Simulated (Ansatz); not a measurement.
# CdS (Greenockite) (P6_3mc) in Ansatz: notebook

One crystal, CdS (Greenockite), is run at these levels: PBE; tasks: relaxation of cell and atoms, single point.

All numbers are computed with Ansatz 0.2.0; they aren't measurements. Logs are shortened: lines on timing, memory, paths and dates and some standing lists are left out, and cuts for length are marked.

**The experiment to reproduce.**

“Isotope dependence of band-gap energy”, 2008, arxiv:0807.2152 quotes, for a bulk crystal of CdS: band gap 2.5809 ± 0.0002 eV.

The results are compared with them further down.

## Step 1: The crystal as given

Symmetry: P6_3mc, No. 186, hexagonal system. The conventional cell has a = 4.150 Å, b = 4.150 Å, c = 6.737 Å, α = 90.00°, β = 90.00°, γ = 120.00°. Cd (site symmetry 3m) is surrounded by 4 S at 2.53 to 2.54 Å. S (site symmetry 3m) is surrounded by 4 Cd at 2.53 to 2.54 Å.

## Step 2: Relaxation of cell and atoms, PBE, collinear spin, antiferromagnetic start (atoms moved at random)

Contents of input.yaml:

```yaml
crystal:
  lattice:
    - [4.15, 0.0, 0.0]
    - [-2.075, 3.5940054257, 0.0]
    - [0.0, 0.0, 6.737]
  atoms:
    - { symbol: Cd, position: [0.677031, 0.346829, 0.502977], spin: 0.5 }
    - { symbol: Cd, position: [0.315158, 0.642679, 0.003832], spin: -0.5 }
    - { symbol: S, position: [0.691911, 0.342274, 0.867094] }
    - { symbol: S, position: [0.301166, 0.653215, 0.370183] }
kpoints:
  mp_grid: { grid: [7, 7, 4] }
scf:
  occupations: { method: gaussian, width: 0.15 }
  algorithm: density_mixing
  n_extra_bands: 2
hamiltonian:
  xc: pbe
  pseudopotentials: { kind: all_electron, datasets: crystal }
magnetization:
  spin_polarized: true
output:
  forces: true
  stress: true
relax:
  f_tol: 0.02
  max_steps: 60
  cell: {}
```

Potentials or basis: all-electron PAW datasets made for the crystal.

Run with:

```bash
ansatz run input.yaml --threads 2 --pin off --max-ram 6144MiB --backend cpu --events-out ev --progress --plain --runs-dir out
```

Log:

```text
Warning: RAYON_NUM_THREADS=2 ignored (pool sized by the plan → 2); use --threads N
The last accepted step is kept in <dir> (removed where the run ends without a failure and the disk answers)
hamiltonian.pseudopotentials.datasets: crystal makes datasets for this crystal and solves the spheres of its atoms anew in each pass: cutoff 280.0 eV, the density's 1120.0 eV; for an error of 0.50 meV an atom under PBE, 2.0 meV for the cell; an energy difference from a run of another recipe may be off by several times the error for the cell, under r2SCAN by more, where some 0.1 meV an atom stays at smaller errors; S in spheres of 1.021 Å, 6 of its electrons in bands; Cd in spheres of 1.318 Å, 20 of its electrons in bands
scf.n_extra_bands = 2 over 26 filled bands (N_el = 52.0): the run solves 28 bands
Engine: ansatz 0.2.0, aarch64-unknown-linux-gnu
Pseudopotentials: kind: all_electron
Pseudopotential: Cd, paw, valence charge 20, recommended cutoff 280 eV (normal), crystal/all_electron/pbe/scalar/gaussian/Cd, Koelling and Harmon's equation, gaussian nucleus
Pseudopotential: S, paw, valence charge 6, recommended cutoff 280 eV (normal), crystal/all_electron/pbe/scalar/gaussian/S, Koelling and Harmon's equation, gaussian nucleus
Functional definition: PBE
  parameter kappa = 0.804
  parameter beta = 0.06672455060314922
  exchange = pbe_x(kappa = kappa, mu = beta*pi^2/3)
  correlation = pbe_c(beta = beta)
a search for the magnetic state begins, with frozen cores and fixed partial waves. It gives no result and prints no iterations
the search for the magnetic state of this step took 14 SCF iterations with frozen cores. It stayed in its first state, in which the spheres begin
Crystal: 4 atoms, lattice volume = 100.483 Å³
Basis set: ecut = 280 eV, 1087 PW (Γ), exchange–correlation on 48×48×80 points (8 copies of the dense FFT grid, shifted against one another)
Bands: 28, of which v1, the nominal top of the filled ones, is band 26 counted from 1 (25 counted from 0)
Symmetry: 1 space group operations
Space group: P1 (ITA 1), of the structure as read, at distance tolerance 4.6e-5 Å
Magnetic group: BNS 1.1 (UNI 1), of the structure as read, at distance tolerance 4.6e-5 Å
k-points: 99 of 196 (time reversal used)
Non-local potential: Cd, projectors of the file, l = 0: 2, l = 1: 2, l = 2: 2
Non-local potential: S, projectors of the file, l = 0: 1, l = 1: 1, l = 2: 2
PAW form: soft (Blöchl's): semilocal exchange-correlation on the pseudo side does not see the compensation charge
PAW one-centre angular grid: Cd, 590 points (default); XC on its mesh's 1855 points in the sphere
PAW one-centre angular grid: S, 110 points (default); XC on its mesh's 1889 points in the sphere
Initial density: read from a saved state, or passed on in memory by an earlier SCF of this step, an earlier step, the calling program or the single point that the run made first
Starting moments: Σ|m| = 1 μB on 2 of 4 sites; this step starts from the density that it was given
Initial wavefunctions: pseudopotential atomic-orbital guess
Functional: x = pbe(κ = 0.804, μ = 0.2195149727645171), c = pbe(β = 0.06672455060314922)
iter 1 solved again at ethr=1.03e-5 eV; its pass at ethr=1.00e-1 eV (dr2=5.36e-3 eV) is discarded
SCF iter   1: F=—  HF=-326198.639428 eV  |F-HF|=—  |Δ(HF+E_count)|=         —  Δρ=3.42e-3 (↑3.42e-3 ↓3.42e-3)  dr2=3.67e-3  dr2_m=2.23e-11  M=0.000 μB ∫|m|=0.000 μB  β_m=0.30  ethr=1.03e-5  ⟨swp⟩=8.0  Hψ=38028  notcnv=0
preconditioner: auto → Resta (q_TF=auto, 2.445 Å⁻¹)  ε∞=6.0  [insulator: Δε(μ)=1.226 eV  Ē_g=9.918 eV  σ=0.150 eV  W_gap=1.00  n_scr=22 (ndim 8)  ℏωp=22.2 eV  f_vac=0.131  D(μ)=0.00/eV (n_scr^D=0)  ε∞_Penn≈6.0]
spin=Collinear: Resta preconditioning applied to the charge; magnetization (m = ρ↑ − ρ↓) channel mixes plain (no charge-response kernel on spin).
SCF iter   2: F=—  HF=-326198.654261 eV  |F-HF|=—  |Δ(HF+E_count)|=   1.48e-2  Δρ=2.47e-3 (↑2.47e-3 ↓2.47e-3)  dr2=1.97e-3  dr2_m=1.26e-11  M=0.000 μB ∫|m|=0.000 μB  β_m=0.65  ethr=7.06e-6  ⟨swp⟩=2.5  Hψ=10870  notcnv=0
SCF iter   3: F=—  HF=-326198.666726 eV  |F-HF|=—  |Δ(HF+E_count)|=   1.25e-2  Δρ=2.94e-4 (↑2.94e-4 ↓2.94e-4)  dr2=2.00e-4  dr2_m=1.76e-13  M=0.000 μB ∫|m|=0.000 μB  β_m=0.82  ethr=3.78e-6  ⟨swp⟩=3.0  Hψ=12584  notcnv=0
SCF iter   4: F=—  HF=-326198.669493 eV  |F-HF|=—  |Δ(HF+E_count)|=   2.77e-3  Δρ=1.11e-4 (↑1.11e-4 ↓1.11e-4)  dr2=2.93e-5  dr2_m=2.41e-14  M=0.000 μB ∫|m|=0.000 μB  β_m=0.82  ethr=3.84e-7  ⟨swp⟩=3.0  Hψ=14802  notcnv=0
SCF iter   5: F=—  HF=-326198.669452 eV  |F-HF|=—  |Δ(HF+E_count)|=   4.18e-5  Δρ=4.59e-5 (↑4.59e-5 ↓4.59e-5)  dr2=5.19e-6  dr2_m=1.25e-15  M=0.000 μB ∫|m|=0.000 μB  β_m=0.73  ethr=5.63e-8  ⟨swp⟩=3.0  Hψ=15848  notcnv=0
SCF iter   6: F=—  HF=-326198.669445 eV  |F-HF|=—  |Δ(HF+E_count)|=   7.00e-6  Δρ=1.76e-5 (↑1.76e-5 ↓1.76e-5)  dr2=7.13e-7  dr2_m=6.80e-16  M=0.000 μB ∫|m|=0.000 μB  β_m=0.78  ethr=9.98e-9  ⟨swp⟩=3.0  Hψ=15436  notcnv=0
[... 67 lines left out ...]
SCF iter   6: F=-326198.863392 eV  HF=-326198.863392 eV  |F-HF|=6.40e-9  |Δ(HF+E_count)|=   1.90e-8  Δρ=1.20e-6 (↑1.20e-6 ↓1.19e-6)  dr2=6.16e-9  dr2_m=8.22e-12  M=0.000 μB ∫|m|=0.000 μB  ethr=4.26e-11  ⟨swp⟩=3.0  Hψ=14789  notcnv=0
the starting moments were not kept: the SCF closed with an absolute magnetisation of 4.4e-5 μB, where they sum to 1 μB in size (2 sites). That is at most 0.1 of that sum. Measured as dr2_m measures the in/out step, that magnetisation stands 8.8e-10 eV from none, at or under the dr2_threshold of 1.0e-7 eV: it is no larger than a step whose dr2_m would equal this threshold.
SCF 5 converged in 6 iterations: F = -326198.863395 eV  dr2 = 6.16e-9
  Residual-converged pass: ⟨swp⟩=1.9  Hψ=5968  notcnv=0  max |occ|·‖R‖ = 6.6e-6 eV (tolerance 6.7e-6 eV)  dr2=6.17e-9  dr2_m=8.23e-12  dr2_onsite=9.62e-9  max |Δocc| = 1.6e-17
relax step   4: F+E_penalty+E_count = -326198.86339505 eV  Δ(F+E_penalty+E_count) = -8.550e-5 eV  max|allowed force component| = 3.730e-4 eV/Å  Δτ_max = 0.0050 Å  P = +0.001 GPa  Ω = 104.194 Å³  energy of the carried Pulay correction = -4.180e-6 eV  (6 SCF iters, accepted)
Initial wavefunctions: pseudopotential atomic-orbital guess (no wavefunctions were taken with the density)
iter 1 solved again at ethr=6.52e-11 eV; its pass at ethr=1.00e-1 eV (dr2=2.17e-3 eV) is discarded
SCF iter   1: F=—  HF=-326198.863390 eV  |F-HF|=—  |Δ(HF+E_count)|=         —  Δρ=1.14e-5 (↑1.14e-5 ↓1.14e-5)  dr2=2.41e-8  dr2_m=7.50e-10  M=0.000 μB ∫|m|=0.000 μB  β_m=0.30  ethr=6.52e-11  ⟨swp⟩=8.4  Hψ=92756  notcnv=0
preconditioner: auto → Resta (q_TF=auto, 2.430 Å⁻¹)  ε∞=6.0  [insulator: Δε(μ)=1.111 eV  Ē_g=9.749 eV  σ=0.150 eV  W_gap=1.00  n_scr=22 (ndim 8)  ℏωp=21.8 eV  f_vac=0.140  D(μ)=0.00/eV (n_scr^D=0)  ε∞_Penn≈6.0]
spin=Collinear: Resta preconditioning applied to the charge; magnetization (m = ρ↑ − ρ↓) channel mixes plain (no charge-response kernel on spin).
SCF iter   2: F=—  HF=-326198.863396 eV  |F-HF|=—  |Δ(HF+E_count)|=   6.64e-6  Δρ=8.01e-6 (↑8.01e-6 ↓8.01e-6)  dr2=1.16e-8  dr2_m=3.78e-10  M=0.000 μB ∫|m|=0.000 μB  β_m=0.61  ethr=4.64e-11  ⟨swp⟩=3.0  Hψ=12035  notcnv=0
iter 3 solved again at ethr=1.24e-12 eV; its pass at ethr=2.23e-11 eV (dr2=6.46e-10 eV) is discarded
SCF iter   3: F=-326198.863403 eV  HF=-326198.863403 eV  |F-HF|=2.35e-8  |Δ(HF+E_count)|=   6.54e-6  Δρ=5.97e-7 (↑5.97e-7 ↓5.97e-7)  dr2=6.62e-10  dr2_m=2.23e-12  M=0.000 μB ∫|m|=0.000 μB  ethr=1.24e-12  ⟨swp⟩=2.1  Hψ=22764  notcnv=0
the starting moments were not kept: the SCF closed with an absolute magnetisation of 1.6e-6 μB, where they sum to 1 μB in size (2 sites). That is at most 0.1 of that sum. Measured as dr2_m measures the in/out step, that magnetisation stands 6.2e-13 eV from none, at or under the dr2_threshold of 1.0e-7 eV: it is no larger than a step whose dr2_m would equal this threshold.
SCF 6 converged in 3 iterations: F = -326198.863405 eV  dr2 = 6.62e-10
relax step   5: F+E_penalty+E_count = -326198.86340508 eV  Δ(F+E_penalty+E_count) = -1.004e-5 eV  max|allowed force component| = 3.748e-4 eV/Å  Δτ_max = 0.0000 Å  P = +0.002 GPa  Ω = 104.194 Å³  stress off target by 5.19e-3 GPa  SCF on the basis re-selected at this cell (its energy is not comparable with the rows above)  (3 SCF iters)
basis re-selected at this cell: Δ(F+E_penalty+E_count) = -1.004e-5 eV, ΔP = +0.001 GPa vs the last step (what re-selecting the basis moved, of the pressure what is left beyond the Pulay correction that the steps carried, after the strain that the cell walked since its last selection, with what the two solves' SCF thresholds leave and, on support functions, any second-order correction that the steps lacked; it is no measure of the basis error at this ecutwfc). This SCF's stress stands 5.19e-3 GPa from its target on what of the cell is left free (relax.cell.stress_tol is 5.00e-2 GPa) and its largest allowed force component is 3.75e-4 eV/Å (relax.f_tol is 2.00e-2 eV/Å): within both
SCF converged after 3 iterations
Magnetization: 0.0000 μB (26.0000 up, 26.0000 down)
Absolute magnetization: 0.0000 μB (∫|ρ↑−ρ↓|)
Spin contamination: 0.0683 ħ² per cell (⟨S²⟩ above its minimum at these occupations)
Per-site moments (μB) at R_I (Å): [(-3.962612310534296e-9, 1.0582757584367486), (3.26476952870501e-9, 1.0582844716402906), (-6.1034054102270554e-9, 1.0582844716402906), (2.827008561035608e-9, 1.0582757584367486)]
Free energy (F): -326198.863405 eV
Harris-Foulkes:  -326198.863405 eV  (|F-HF|=2.35e-8)
Internal energy: -326198.863405 eV  (E = F + TS)
E sigma→0 (E₀):  -326198.863405 eV
Past the cutoff: the bands carry plane waves up to 1.75 times it, of which those up to 1.5 times it add -0.000375 eV an atom, each by itself; the spheres take 0.000350 eV an atom off the energy for waves past 1.75 times it
By the cutoff:   a pressure is off by up to 0.007 GPa (1.2 times the spheres' own share and the shells' term, over an atom's volume, and 0.004 GPa: a bound that held against runs at twice the plane waves)
Past the cutoffs: a stress includes 0.0002 GPa for waves and charges beyond them, in addition to the slope of what the spheres take
In the spheres:  the bands' charges fall short by 2.2e-7 e at most (sound up to 1e-3)
Fermi energy:    7.599867 eV
--- Per-component energies (eV) ---
  E_band       = -1000.458297
  E_kinetic    = 564.736956
  E_local      = -7475.627523  (includes V_loc(G=0)·N_el)
  E_nonlocal   = 73.339273
  E_hartree    = 3558.237087
  E_xc         = -247.001862
  E_vxc        = -318.858609  (∫ρ·V_xc dr)
  E_paw        = -329647.316554  (= ΣΔE_a)
  E_vpaw       = -13253.059687  (= ΣTr[D̂ρ^β])
  E_ewald      = -5317.769238
  E_smearing   = -0.000000  (= −TS)
  E_closure    = 12292.538457  (closes the sum)
  Σ components = -326198.863405   (vs F -326198.863405, Δ=0.00e0)
  The terms above E_closure are by the made datasets' own strengths, without shells solved beside the bands.
--- Forces (eV/Å), atoms counted from 1 ---
  atom   1  Cd    -0.00024714    -0.00032919     0.00009057
  atom   2  Cd     0.00024748     0.00031029     0.00000186
  atom   3  S      0.00012580     0.00037479     0.00007873
  atom   4  S     -0.00012611    -0.00035581    -0.00017355
  max |Σ_I F_I| component: 2.39e-6 eV/Å
--- Stress (GPa, compression-positive) ---
        0.005127       0.000717      -0.000029
        0.000717      -0.002948      -0.000172
       -0.000029      -0.000172       0.004434
  P = ⅓ Tr σ = 0.0022 GPa (0.022 kbar)
--- Relaxed structure (4 steps of the walk, 4 accepted, 1 SCFs on fresh bases) ---
  F+E_penalty+E_count = -326198.86340508 eV   max|allowed force component| = 3.748e-4 eV/Å   (the final SCF, on the basis selected at the relaxed cell)
  cell:  # Å, volume = 104.1935 Å³
    - [4.196746901446902, -0.00014508912522362205, 4.112449808862691e-6]
    - [-2.0984991015917074, 3.6357091724890487, 1.6298747995875927e-5]
    - [6.676042015013963e-6, 3.440658479397969e-5, 6.828847584086944]
  atoms:
    - { symbol: Cd, position: [0.6631630833146188, 0.32976395896657157, 0.4977053617671936] }
    - { symbol: Cd, position: [0.3294688599951176, 0.6627331234020626, -0.0022915414091168648] }
    - { symbol: S, position: [0.6627641962236279, 0.32933038550619814, 0.8743337022270398] }
    - { symbol: S, position: [0.32986986046663525, 0.6631695321251674, 0.3743384774148837] }
```

It took 7.5 min on 2 threads of Arm Neoverse V2, shared host; peak memory 2 GiB.

What came out:

- Free energy: -326198.8634 eV
- Relaxed volume: 26.05 Å³/atom
- Relaxed cell: a = 4.197 Å, b = 4.198 Å, c = 6.829 Å, α = 90.00°, β = 90.00°, γ = 120.00°
- Space group after relaxing (to 0.05 Å): P6_3mc (No. 186)
- Energy gained by relaxing: 48.5 meV/atom
- Ionic steps: 5
- Pressure after relaxing: 0.0 GPa
- Band gap on the k mesh: 1.11 eV
- Net moment: 0.00 μB per cell
- Absolute moment: 0.00 μB per cell

Step by step:
| step | energy change (eV) | largest force (eV/Å) | volume (Å³) |
| --- | --- | --- | --- |
| 1 | 0.0000 | 1.0482 | 100.48 |
| 2 | -0.1700 | 0.3140 | 103.21 |
| 3 | -0.1939 | 0.0082 | 104.24 |
| 4 | -0.1939 | 0.0004 | 104.19 |
| 5 | -0.1940 | 0.0004 | 104.19 |

Final structure:
```yaml
crystal:
  lattice:
    - [4.19675, -0.00015, 0.00000]
    - [-2.09850, 3.63571, 0.00002]
    - [0.00001, 0.00003, 6.82885]
  atoms:
    - { symbol: Cd, position: [0.66316, 0.32976, 0.49771] }
    - { symbol: Cd, position: [0.32947, 0.66273, 0.99771] }
    - { symbol: S, position: [0.66276, 0.32933, 0.87433] }
    - { symbol: S, position: [0.32987, 0.66317, 0.37434] }
```

Caveat: the program listed the state as in doubt; an odd mesh through Γ misses points on the zone boundary, where band edges often lie; the starting moments weren't kept.

## Step 3: Single point, PBE

Contents of input.yaml:

```yaml
crystal:
  lattice:
    - [4.15, 0.0, 0.0]
    - [-2.075, 3.5940054257, 0.0]
    - [0.0, 0.0, 6.737]
  atoms:
    - { symbol: Cd, position: [0.6666666667, 0.3333333333, 0.5] }
    - { symbol: Cd, position: [0.3333333333, 0.6666666667, 0.0] }
    - { symbol: S, position: [0.6666666667, 0.3333333333, 0.875] }
    - { symbol: S, position: [0.3333333333, 0.6666666667, 0.375] }
kpoints:
  mp_grid: { grid: [5, 5, 3] }
scf:
  occupations: { method: fermi_dirac, width: 0.02 }
hamiltonian:
  xc: pbe
  pseudopotentials: { kind: all_electron, lapw: { basis_error: 0.002 } }
output:
  forces: true
  stress: true
  eigenvalues: true
```

Potentials or basis: all-electron LAPW, scalar-relativistic.

Run with:

```bash
ansatz run input.yaml --threads 2 --pin off --max-ram 6144MiB --backend cpu --events-out ev --progress --plain --runs-dir out
```

Log:

```text
Warning: RAYON_NUM_THREADS=2 ignored (pool sized by the plan → 2); use --threads N
LAPW: plane waves up to 7.716 Å⁻¹, error target 2.0e-3 eV per atom; small_component_spin mean_spin; S in spheres of 1.093 Å, 14 of its electrons in bands, Dirac shells []; Cd in spheres of 1.434 Å, 20 of its electrons in bands, Dirac shells [] (how accurate: hamiltonian.pseudopotentials.lapw.basis_error, Limitations)
[... 2 set-up lines as earlier in the session ...]
Pseudopotential: Cd, LAPW, valence charge 20, lapw/all_electron/scalar/gaussian/Cd, Koelling and Harmon's equation, gaussian nucleus
Pseudopotential: S, LAPW, valence charge 14, lapw/all_electron/scalar/gaussian/S, Koelling and Harmon's equation, gaussian nucleus
[... 3 set-up lines as earlier in the session ...]
[... 42 lines left out ...]
--- Forces (eV/Å), atoms counted from 1 ---
  atom   1  Cd     0.00000000     0.00000000    -0.06526291
  atom   2  Cd    -0.00000000    -0.00000000    -0.06526291
  atom   3  S     -0.00000000     0.00000000     0.06525756
  atom   4  S     -0.00000000    -0.00000000     0.06525756
  max |Σ_I F_I| component: 1.07e-5 eV/Å
--- Stress (GPa, compression-positive) ---
        1.928696      -0.000000       0.000000
        0.000000       1.928696       0.000000
        0.000000       0.000000       2.516612
  P = ⅓ Tr σ = 2.1247 GPa (21.247 kbar)
--- Band table (eV; the first three rows and the last of 10) ---
  k-point 0: bands = ["-196.8725", "-196.8725", "-141.6482", "-141.6482", "-141.6461", "-141.6461", "-141.6461", "-141.6461", "-93.7183", "-93.7183", "-54.7893", "-54.7893", "-54.7893", "-54.7892", "-54.7892", "-54.7887", "-4.7283", "-4.3013", "-0.1091", "-0.0870", "-0.0870", "-0.0014", "-0.0014", "0.3108", "0.3108", "0.4000", "0.4000", "0.7350", "3.2358", "6.8078", "6.8078", "7.5197", "7.5629", "7.5629", "8.7572", "10.3523", "14.0244", "14.0244", "14.3503", "15.1225", "15.1225"]
  k-point 1: bands = ["-196.8725", "-196.8725", "-141.6482", "-141.6482", "-141.6461", "-141.6461", "-141.6461", "-141.6461", "-93.7183", "-93.7183", "-54.7893", "-54.7893", "-54.7892", "-54.7892", "-54.7892", "-54.7889", "-4.6191", "-4.4045", "-0.0706", "-0.0706", "-0.0280", "-0.0280", "-0.0221", "0.3374", "0.3374", "0.3379", "0.3822", "0.3822", "4.2266", "6.0627", "6.9870", "6.9870", "7.3639", "7.3639", "9.9836", "10.4582", "13.6965", "14.1590", "14.1590", "14.2852", "14.6753"]
  k-point 2: bands = ["-196.8725", "-196.8725", "-141.6482", "-141.6482", "-141.6461", "-141.6461", "-141.6461", "-141.6461", "-93.7183", "-93.7183", "-54.7894", "-54.7893", "-54.7893", "-54.7892", "-54.7892", "-54.7887", "-4.5992", "-4.2482", "-0.0634", "-0.0396", "0.0107", "0.0661", "0.0708", "0.2840", "0.3165", "0.3560", "0.4110", "0.8197", "3.4840", "5.5713", "6.0778", "6.3898", "7.2311", "7.3120", "10.1632", "11.3945", "13.1769", "14.2011", "14.4721", "14.9559", "15.2110"]
  k-point 9: bands = ["-196.8725", "-196.8725", "-141.6482", "-141.6482", "-141.6461", "-141.6461", "-141.6461", "-141.6461", "-93.7183", "-93.7183", "-54.7896", "-54.7896", "-54.7895", "-54.7894", "-54.7890", "-54.7889", "-4.2437", "-4.2022", "0.0355", "0.0599", "0.1029", "0.1623", "0.2738", "0.3060", "0.3578", "0.3734", "0.7980", "0.8651", "3.5279", "3.7435", "5.1662", "5.8426", "6.0609", "6.4728", "11.5808", "12.1716", "13.2934", "13.2987", "14.0413", "14.9385", "16.2100"]
```

Run time: 6.8 s. Hardware: 2 threads of Arm Neoverse V2, shared host; peak memory 0.31 GiB.

What came out:

| Property | Result |
| --- | --- |
| Free energy | -326198.8274 eV |
| Pressure | 2.1 GPa |
| Largest force | 0.065 eV/Å |
| Band gap on the k mesh | 1.19 eV, direct |

Forces in eV/Å, atoms in the order of the input:
```
Cd   0.000  0.000 -0.065
Cd   0.000  0.000 -0.065
S    0.000  0.000  0.065
S    0.000  0.000  0.065
```

Levels at points of the mesh, in eV from the valence-band top:
| k point | band 30 | band 31 | band 32 | band 33 | band 34 | band 35 | band 36 | band 37 | band 38 | band 39 |
| --- | --- | --- | --- | --- | --- | --- | --- | --- | --- | --- |
| (0.00, 0.00, 0.00) | -0.76 | -0.76 | -0.04 | 0.00 | 0.00 | 1.19 | 2.79 | 6.46 | 6.46 | 6.79 |

## Step 4: Against experiment

Step 3. Against the measured gap of CdS, 2.5809 eV (quoted in “Isotope dependence of band-gap energy”, 2008, arxiv:0807.2152), the calculated 1.19 eV is off by -1.39 eV. So large a miss can be the level of theory's own, or it may mean another phase, state or a wrong row. Spin-orbit coupling on Cd is left out. The value is that of PBE, without temperature or zero-point motion. Semilocal functionals fall short of measured gaps as a rule.
